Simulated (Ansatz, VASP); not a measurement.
# SiGeO4 in two plane-wave programs, part 2 of 3

Wanted: the spread between two codes on one cell, functional and k mesh. The cell is generated by rule, not measured, and may not be a known phase. Of the first pair: The cell is taken from a series of runs on this material, whose earlier steps may have relaxed, scaled, displaced or heated it; both programs get it as it stands.

VASP 6.6.1 and Ansatz 0.2.0.

So far: Starting point; VASP: relaxation of cell and atoms, PBEsol, pair 1.

**3. Ansatz: relaxation of cell and atoms, PBEsol, pair 1**

Level of this step: Ansatz beside VASP: Kohn-Sham DFT, plane waves, PBEsol (Ansatz).

Ansatz runs on norm-conserving files, of PseudoDojo where its log says so.

The same cell, functional and mesh now go to Ansatz, which takes its cutoff from its data sets.

File input.yaml:

```yaml
crystal:
  lattice:
    - [4.3579346298, -2.7057753889, 0.0]
    - [4.3579346298, 2.7057753889, 0.0]
    - [-2.8594430321, 0.0, 4.0976072276]
  atoms:
    - { symbol: Si, position: [0.9981283861, 0.9981283861, 0.9961948062] }
    - { symbol: Ge, position: [0.2510441687, 0.2510441687, 0.7478717421] }
    - { symbol: O, position: [0.122407596, 0.6381616916, 0.9647504316] }
    - { symbol: O, position: [0.6381616916, 0.122407596, 0.9647504316] }
    - { symbol: O, position: [0.1974694821, 0.1974694821, 0.3546898867] }
    - { symbol: O, position: [0.0427886755, 0.0427886755, 0.7217427018] }
kpoints:
  mp_grid: { grid: [6, 6, 6] }
hamiltonian:
  xc: pbesol
  pseudopotentials: { kind: nc, accuracy: standard }
scf:
  occupations: { method: fixed }
output:
  forces: true
  stress: true
  eigenvalues: true
relax:
  adjacent_minimum: "off"
  f_tol: 0.001
  max_steps: 60
  cell: { stress_tol: 0.01 }
```

Launch:

```console
$ ansatz run input.yaml --threads 8 --pin off --max-ram 14336MiB --backend cpu --events-out ev --progress --plain --runs-dir out
```

Numbers of over 12 decimals in the logs are rounded to 6 here.

Log:

```text
Engine: ansatz 0.2.0, x86_64-unknown-linux-gnu
Pseudopotentials: kind: nc
Pseudopotential: Si, nc, valence charge 4, recommended cutoff 489.804952 eV (normal), Si.nc.azcp (PseudoDojo's, or run here from an input of PseudoDojo's; its table is named by hamiltonian.pseudopotentials.accuracy)
Pseudopotential: Ge, nc, valence charge 14, recommended cutoff 1061.244064 eV (normal), Ge.nc.azcp (PseudoDojo's, or run here from an input of PseudoDojo's; its table is named by hamiltonian.pseudopotentials.accuracy)
Pseudopotential: O, nc, valence charge 6, recommended cutoff 1142.878222 eV (normal), O.nc.azcp (PseudoDojo's, or run here from an input of PseudoDojo's; its table is named by hamiltonian.pseudopotentials.accuracy)
Functional definition: PBEsol
  exchange = pbesol_x
  correlation = pbesol_c
Crystal: 6 atoms, lattice volume = 96.635 Å³
Basis set: ecut = 1142.878222 eV, 8445 PW (Γ), exchange–correlation on 120×120×120 points (8 copies of the dense FFT grid, shifted against one another)
Bands: 27, of which v1, the nominal top of the filled ones, is band 21 counted from 1 (20 counted from 0)
Symmetry: 2 space group operations
Space group: Cm (ITA 8), of the structure as read, at distance tolerance 4.6e-5 Å
k-points: 68 of 216 (time reversal used)
Non-local potential: Si, projectors of the file, l = 0: 2, l = 1: 2, l = 2: 2
Non-local potential: Ge, projectors of the file, l = 0: 2, l = 1: 2, l = 2: 2
Non-local potential: O, projectors of the file, l = 0: 2, l = 1: 2, l = 2: 1
Initial density: superposition of atomic densities (chi_scale 0.1, normalization cell, long waves kept (reshape's long-wave potential 0.06 eV rms))
Initial wavefunctions: pseudopotential atomic-orbital guess
Functional: x = pbesol(κ = 0.804, μ = 0.123457), c = pbesol(β = 0.046)
SCF iter   1: F=—  HF=-4343.533202 eV  |F-HF|=—  |Δ(HF+E_count)|=         —  Δρ=9.57e-2  dr2=7.11e0  ethr=3.10e-3  ⟨swp⟩=5.0  Hψ=7850  notcnv=0  defer=251
preconditioner: auto → none  [insulator: Δε(μ)=5.045 eV  Ē_g=20.597 eV  n_scr=16 (ndim 8)  ℏωp=24.5 eV  f_vac=0.212  ε∞_Penn≈2.4]
SCF iter   2: F=—  HF=-4341.446735 eV  |F-HF|=—  |Δ(HF+E_count)|=    2.09e0  Δρ=4.59e-2  dr2=8.37e-1  ethr=3.10e-3  ⟨swp⟩=3.2  Hψ=4433  notcnv=0  defer=163
SCF iter   3: F=—  HF=-4341.240919 eV  |F-HF|=—  |Δ(HF+E_count)|=   2.06e-1  Δρ=1.55e-2  dr2=1.17e-1  ethr=1.99e-3  ⟨swp⟩=2.2  Hψ=2862  notcnv=0  defer=264
SCF iter   4: F=—  HF=-4341.230887 eV  |F-HF|=—  |Δ(HF+E_count)|=   1.00e-2  Δρ=5.45e-3  dr2=1.53e-2  ethr=2.78e-4  ⟨swp⟩=2.1  Hψ=3502  notcnv=0  defer=272
SCF iter   5: F=—  HF=-4341.229154 eV  |F-HF|=—  |Δ(HF+E_count)|=   1.73e-3  Δρ=1.39e-3  dr2=9.79e-4  ethr=3.65e-5  ⟨swp⟩=3.5  Hψ=3227  notcnv=0  defer=272
SCF iter   6: F=—  HF=-4341.229225 eV  |F-HF|=—  |Δ(HF+E_count)|=   7.05e-5  Δρ=5.41e-4  dr2=2.23e-4  ethr=2.33e-6  ⟨swp⟩=2.0  Hψ=2948  notcnv=0  defer=272
SCF iter   7: F=—  HF=-4341.229177 eV  |F-HF|=—  |Δ(HF+E_count)|=   4.74e-5  Δρ=1.23e-4  dr2=4.08e-6  ethr=5.30e-7  ⟨swp⟩=2.0  Hψ=2693  notcnv=0  defer=272
SCF iter   8: F=—  HF=-4341.229395 eV  |F-HF|=—  |Δ(HF+E_count)|=   2.17e-4  Δρ=2.02e-5  dr2=2.14e-7  ethr=9.71e-9  ⟨swp⟩=2.0  Hψ=2832  notcnv=0  defer=270
SCF iter   9: F=-4341.229395 eV  HF=-4341.229395 eV  |F-HF|=7.96e-9  |Δ(HF+E_count)|=   8.02e-8  Δρ=5.12e-6  dr2=1.80e-8  ethr=2.38e-10  ⟨swp⟩=14.6  Hψ=12015  notcnv=0
SCF 1 converged in 9 iterations: F = -4341.229395 eV  dr2 = 1.80e-8
relax step   1: F+E_penalty+E_count = -4341.22939470 eV  Δ(F+E_penalty+E_count) = +0.000e0 eV  max|allowed force component| = 6.368e-4 eV/Å  Δτ_max = 0.0000 Å  P = +0.000 GPa  Ω = 96.635 Å³  (9 SCF iters, dr2 threshold 1.00e-7 eV, accepted)
Initial density: handed on by an earlier stage of this run
Initial wavefunctions: pseudopotential atomic-orbital guess (no wavefunctions were taken with the density)
iter 1 solved again at ethr=1.26e-7 eV; its pass at ethr=3.10e-3 eV (dr2=5.30e-5 eV) is discarded
SCF iter   1: F=—  HF=-4341.229188 eV  |F-HF|=—  |Δ(HF+E_count)|=         —  Δρ=5.48e-6  dr2=1.96e-8  ethr=1.26e-7  ⟨swp⟩=3.7  Hψ=13948  notcnv=0  defer=272
eigensolver tolerance schedule: the retry pair's looser diagonalisation over-reported the residual by 2707.61 of it (diagonalisation noise at 0.12 of the residual, at the tolerance the schedule requests for it); recorded, not acted on — ethr = c·dr2/N_el stays at c = 1.0e-1
preconditioner: auto → none  [insulator: Δε(μ)=4.355 eV  Ē_g=19.490 eV  n_scr=16 (ndim 8)  ℏωp=24.5 eV  f_vac=0.291  ε∞_Penn≈2.6]
SCF iter   2: F=—  HF=-4341.229395 eV  |F-HF|=—  |Δ(HF+E_count)|=   2.07e-4  Δρ=3.15e-6  dr2=6.75e-9  ethr=4.66e-11  ⟨swp⟩=3.4  Hψ=4250  notcnv=0  defer=271
SCF iter   3: F=—  HF=-4341.229395 eV  |F-HF|=—  |Δ(HF+E_count)|=  8.09e-10  Δρ=1.22e-6  dr2=7.03e-10  ethr=1.61e-11  ⟨swp⟩=2.1  Hψ=2698  notcnv=0  defer=271
SCF iter   4: F=—  HF=-4341.229395 eV  |F-HF|=—  |Δ(HF+E_count)|=  6.57e-10  Δρ=5.05e-7  dr2=1.44e-10  ethr=1.67e-12  ⟨swp⟩=2.0  Hψ=2836  notcnv=0  defer=271
SCF iter   5: F=—  HF=-4341.229395 eV  |F-HF|=—  |Δ(HF+E_count)|=  6.00e-11  Δρ=1.33e-7  dr2=8.13e-12  ethr=1.00e-12  ⟨swp⟩=2.0  Hψ=2576  notcnv=0  defer=271
SCF iter   6: F=-4341.229395 eV  HF=-4341.229395 eV  |F-HF|=3.64e-12  |Δ(HF+E_count)|=  2.00e-11  Δρ=3.32e-8  dr2=5.07e-13  ethr=1.00e-12  ⟨swp⟩=15.5  Hψ=12491  notcnv=0
SCF 2 converged in 6 iterations: F = -4341.229395 eV  dr2 = 5.07e-13
relax step   2: F+E_penalty+E_count = -4341.22939471 eV  Δ(F+E_penalty+E_count) = -8.035e-9 eV  max|allowed force component| = 5.428e-4 eV/Å  Δτ_max = 0.0000 Å  P = -0.000 GPa  Ω = 96.635 Å³  stress off target by 2.32e-3 GPa  SCF on the basis re-selected at this cell (its energy is not comparable with the rows above)  (6 SCF iters)
basis re-selected at this cell: Δ(F+E_penalty+E_count) = -8.035e-9 eV, ΔP = -0.000 GPa vs the last step (what re-selecting the basis moved, of the pressure what is left beyond the Pulay correction that the steps carried, after the strain that the cell walked since its last selection, with what the two solves' SCF thresholds leave and, on support functions, any second-order correction that the steps lacked; it is no m [...]
SCF converged after 6 iterations
Free energy (F): -4341.229395 eV
Harris-Foulkes:  -4341.229395 eV  (|F-HF|=3.64e-12)
Internal energy: -4341.229395 eV  (E = F + TS)
E sigma→0 (E₀):  -4341.229395 eV
Fermi energy:    1.452598 eV
--- Per-component energies (eV) ---
  E_band       = -387.180178
  E_kinetic    = 3112.780760
  E_local      = -4860.220469  (includes V_loc(G=0)·N_el)
  E_nonlocal   = -1580.464835
  E_hartree    = 1946.817828
  E_xc         = -1085.612578
  E_vxc        = -952.911284  (∫ρ·V_xc dr)
  E_ewald      = -1874.530100
  E_smearing   = -0.000000  (= −TS)
  E_closure    = 0.000000  (closes the sum)
  Σ components = -4341.229395   (vs F -4341.229395, Δ=0.00e0)
--- Forces (eV/Å), atoms counted from 1 ---
  atom   1  Si    -0.00053261    -0.00000000     0.00013078
  atom   2  Ge     0.00026961    -0.00000000     0.00035927
  atom   3  O      0.00001791     0.00013947     0.00007124
  atom   4  O      0.00001791    -0.00013947     0.00007124
  atom   5  O      0.00054280    -0.00000000    -0.00037884
  atom   6  O     -0.00031551    -0.00000000    -0.00025386
  max |Σ_I F_I| component: 1.74e-7 eV/Å
--- Stress (GPa, compression-positive) ---
        0.000384       0.000000       0.001147
        0.000000       0.000489      -0.000000
        0.001147      -0.000000      -0.001833
  P = ⅓ Tr σ = -0.0003 GPa (-0.003 kbar)
--- Band table (eV; the first three rows and the last of 68) ---
  k-point 0: bands = [... 17 lower, 0.0425, 0.2142, 0.9822, 1.4289, 5.8071, 9.7111, 10.4959, 10.6577, ... 2 higher]
  k-point 1: bands = [... 17 lower, 0.0383, 0.1807, 0.9394, 1.4148, 6.1995, 9.6169, 10.4374, 10.6796, ... 2 higher]
  k-point 2: bands = [... 17 lower, 0.0017, 0.4310, 0.7670, 1.4326, 6.9588, 9.5097, 10.1412, 10.8284, ... 2 higher]
  k-point 67: bands = [... 17 lower, -0.0558, 0.5079, 0.9170, 1.4367, 7.3020, 9.8841, 9.9511, 10.0501, ... 2 higher]
--- Relaxed structure (1 steps of the walk, 1 accepted, 1 SCFs on fresh bases) ---
  F+E_penalty+E_count = -4341.22939471 eV   max|allowed force component| = 5.428e-4 eV/Å   (the final SCF, on the basis selected at the relaxed cell)
  cell:  # Å, volume = 96.6346 Å³
    - [4.3579346298, -2.7057753889, 0.0]
    - [4.3579346298, 2.7057753889, 0.0]
    - [-2.8594430321, 0.0, 4.0976072276]
  atoms:
    - { symbol: Si, position: [0.998128, 0.998128, 0.996195] }
    - { symbol: Ge, position: [0.2510441687, 0.2510441687, 0.747872] }
    - { symbol: O, position: [0.122408, 0.638162, 0.964750] }
    - { symbol: O, position: [0.638162, 0.122408, 0.964750] }
    - { symbol: O, position: [0.197469, 0.197469, 0.354690] }
    - { symbol: O, position: [0.042789, 0.042789, 0.721743] }
```

**4. Comparison**

Known differences besides the potentials themselves: fixed occupations in Ansatz, narrow Gaussian smearing in VASP; the cutoff is 1142.88 eV in Ansatz and 600 eV in VASP; Ansatz adds a Pulay correction to the stress that steers its cell, VASP none. Total energies have different zeros and are not compared.

Compared:

| quantity | Ansatz | VASP | difference |
| --- | --- | --- | --- |
| volume (Å³) | 96.63 | 96.62 | +0.02 % |
| edge a after relaxation, in the typed setting (Å) | 5.130 | 5.129 | +0.01 % |
| edge c after relaxation, in the typed setting (Å) | 4.997 | 4.994 | +0.06 % |

**5. VASP: relaxation of cell and atoms, PBEsol, pair 2**

The relaxed volume is the usual yardstick between codes: in a stiff, nearly cubic crystal its relative difference is about their pressure difference at one cell divided by the bulk modulus. Its start cell is another than that of the pair before, and may be another structure of the material.

File INCAR:

```
SYSTEM = SiGeO4
PREC = Accurate
ENCUT = 600
EDIFF = 1E-07
NELM = 120
ISMEAR = 0
SIGMA = 0.01
LREAL = .FALSE.
ALGO = Normal
GGA = PS
NBANDS = 27
LORBIT = 11
LWAVE = .FALSE.
LCHARG = .FALSE.
ISIF = 3
IBRION = 2
NSW = 80
EDIFFG = -0.005
LASPH = .TRUE.
GGA_COMPAT = .FALSE.
NELMIN = 4
EFERMI = MIDGAP
KPAR = 2
```

File POSCAR:

```
SiGeO4
1.0
    0.0000000000      3.5272293358      3.5272318909
    3.7151423984     -0.0000012775      3.5272306134
    3.7151423984      3.5272306134      0.0000012775
Si Ge O
1 1 4
Direct
    0.0000000000      0.0000000000      0.0000000000
    0.2500000651      0.2500000651      0.2500000651
    0.1190375391      0.9899862654      0.2512979984
    0.6396783272      0.2512981287      0.9899861351
    0.2512981287      0.1190374088      0.6396783272
    0.9899862654      0.6396781969      0.1190375391
```

File KPOINTS:

```
Automatic mesh
0
Gamma
4 4 4
0 0 0
```

PAW data sets: Si, Ge_d and O (PBE family, release 64).

Launch:

```console
$ mpirun -np 2 vasp_std
```

Log:

```text
[banner, memory and clock lines left out]
running    2 mpi-ranks, on    1 nodes
[...]
[... a notice as in an earlier step ...]

 LDA part: xc-table for (Slater+PW92), standard interpolation
 POSCAR, INCAR and KPOINTS ok, starting setup
[...]
entering main loop
       N       E                     dE             d eps       ncg     rms          rms(c)
DAV:   1     0.459076762201E+03    0.45908E+03   -0.23352E+04   983   0.298E+03
DAV:   2     0.125135117073E+02   -0.44656E+03   -0.42891E+03   926   0.854E+02
DAV:   3    -0.476263774382E+02   -0.60140E+02   -0.59841E+02   846   0.181E+02
DAV:   4    -0.507429204966E+02   -0.31165E+01   -0.31113E+01  1008   0.496E+01
[...]
DAV:  13    -0.449303111898E+02   -0.14712E-04   -0.22939E-05  1176   0.484E-02    0.109E-02
DAV:  14    -0.449303116374E+02   -0.44758E-06   -0.48429E-06   885   0.141E-02    0.193E-03
DAV:  15    -0.449303116507E+02   -0.13286E-07   -0.22291E-07   808   0.384E-03
   1 F= -.44930312E+02 E0= -.44930312E+02  d E =-.449303E+02
[... from here on, the cycles between the ionic steps are left out ...]
   2 F= -.44930328E+02 E0= -.44930328E+02  d E =-.164731E-04
   3 F= -.44930328E+02 E0= -.44930328E+02  d E =-.165460E-04
   4 F= -.44930339E+02 E0= -.44930339E+02  d E =-.106354E-04
   5 F= -.44930363E+02 E0= -.44930363E+02  d E =-.350328E-04
   6 F= -.44930385E+02 E0= -.44930385E+02  d E =-.567555E-04
   7 F= -.44930395E+02 E0= -.44930395E+02  d E =-.991351E-05
   8 F= -.44930398E+02 E0= -.44930398E+02  d E =-.130876E-04
[...]
reached required accuracy - stopping structural energy minimisation
```

From OUTCAR (step 5):

```text
  Total       -0.0137878     -0.0018043     -0.0018043     -0.0000000      0.0000007     -0.0000000
  in kB       -0.2390598     -0.0312841     -0.0312841     -0.0000000      0.0000127     -0.0000000
  external PRESSURE =      -0.1005427 kB  Pullay stress =       0.0000000 kB

 POSITION                                       TOTAL-FORCE (eV/Angst)
 -----------------------------------------------------------------------------------
      0.00000      3.52210      3.52210        -0.000000      0.000000     -0.000000
      1.86224      1.76105      1.76105         0.000000      0.000000     -0.000000
      4.62242      1.30581      3.90530         0.002301      0.003883      0.000509
      4.62242      5.73840      3.13891         0.002301     -0.003883     -0.000509
      2.82653      3.13891      1.30581        -0.002301     -0.000509      0.003883
      2.82653      3.90530      5.73840        -0.002301      0.000509     -0.003883
 -----------------------------------------------------------------------------------
    total drift:                               -0.000269     -0.001078     -0.001383

  FREE ENERGIE OF THE ION-ELECTRON SYSTEM (eV)
  ---------------------------------------------------
  free  energy   TOTEN  =       -44.9303980397 eV

  energy  without entropy=      -44.9303980397  energy(sigma->0) =      -44.93039804

[... 1 part as in an earlier step ...]

[... 3 further parts left out ...]
[key lines of the parts left out:]
E-fermi :   1.5523
```

The run keeps the 4 symmetry operations of its start, so it cannot find a distortion of lower symmetry.

**6. Ansatz: relaxation of cell and atoms, PBEsol, pair 2**

Its own start cell and the same functional and mesh now go to Ansatz, which takes its cutoff from its data sets.

The two relaxations start from unlike cells of this crystal (the structure described is Ansatz's start), so only their ends are compared.

File input.yaml:

```yaml
crystal:
  lattice:
    - [0.0, 3.8379174859, 3.8379174859]
    - [3.8379174859, 0.0, 3.8379174859]
    - [3.8379174859, 3.8379174859, 0.0]
  atoms:
    - { symbol: Si, position: [0.0, 0.0, 0.0] }
    - { symbol: Ge, position: [0.25, 0.25, 0.25] }
    - { symbol: O, position: [0.1209006003, 0.0619430612, 0.1798581393] }
    - { symbol: O, position: [0.6372981992, 0.1798581393, 0.0619430612] }
    - { symbol: O, position: [0.1798581393, 0.1209006003, 0.6372981992] }
    - { symbol: O, position: [0.0619430612, 0.6372981992, 0.1209006003] }
kpoints:
  mp_grid: { grid: [4, 4, 4] }
hamiltonian:
  xc: pbesol
  pseudopotentials: { kind: nc, accuracy: standard }
scf:
  occupations: { method: fixed }
output:
  forces: true
  stress: true
  eigenvalues: true
  write_density: true
  write_potential: true
  elf: true
  volumetric_format: npy
relax:
  adjacent_minimum: "off"
  f_tol: 0.002
  max_steps: 120
  cell: { stress_tol: 0.03 }
```

Launch:

```console
$ ansatz run input.yaml --threads 8 --pin off --max-ram 14336MiB --backend cpu --events-out ev --progress --plain --runs-dir out
```

Log:

```text
[...]
Crystal: 6 atoms, lattice volume = 113.062 Å³
Basis set: ecut = 1142.878222 eV, 9841 PW (Γ), exchange–correlation on 120×120×120 points (8 copies of the dense FFT grid, shifted against one another)
Bands: 27, of which v1, the nominal top of the filled ones, is band 21 counted from 1 (20 counted from 0)
Symmetry: 4 space group operations
[...]
- [0, 3.527007, 3.527007]
    - [3.718295, 0, 3.527007]
    - [3.718295, 3.527007, 0]
  atoms:
    - { symbol: Si, position: [1.9539411813590567e-19, 1.085261306754857e-18, -1.0993861827646816e-18] }
    - { symbol: Ge, position: [0.25, 0.25, 0.25] }
    - { symbol: O, position: [0.119005, -0.00897894, 0.249876] }
    - { symbol: O, position: [0.640097, 0.249876, -0.00897894] }
    - { symbol: O, position: [0.249876, 0.119005, 0.640097] }
    - { symbol: O, position: [-0.00897894, 0.640097, 0.119005] }
[key lines of the parts left out:]
SCF converged after 5 iterations
Free energy (F): -4341.321935 eV
Fermi energy:    1.353170 eV
P = ⅓ Tr σ = -0.0282 GPa (-0.282 kbar)
```

**7. Side by side**

Compared:

| quantity | Ansatz | VASP | difference |
| --- | --- | --- | --- |
| volume (Å³) | 92.51 | 92.41 | +0.11 % |
| edge a after relaxation, in the typed setting (Å) | 4.988 | 4.981 | +0.14 % |
| edge b after relaxation, in the typed setting (Å) | 5.125 | 5.126 | -0.02 % |

[end of part 2 of 3]

[Lines on the potential files, build, host, timing and source positions are cut from VASP's logs without a mark.]

[Logs are printed without paths, hosts, clocks, repeated set-up lines and the standing remarks that a program may print on its own settings, such as how far it seeks lower states.]

[Hosts, paths, dates, database ids (printed as entryN), source tags and the programs' standing remarks are cut or masked in the printed files.]
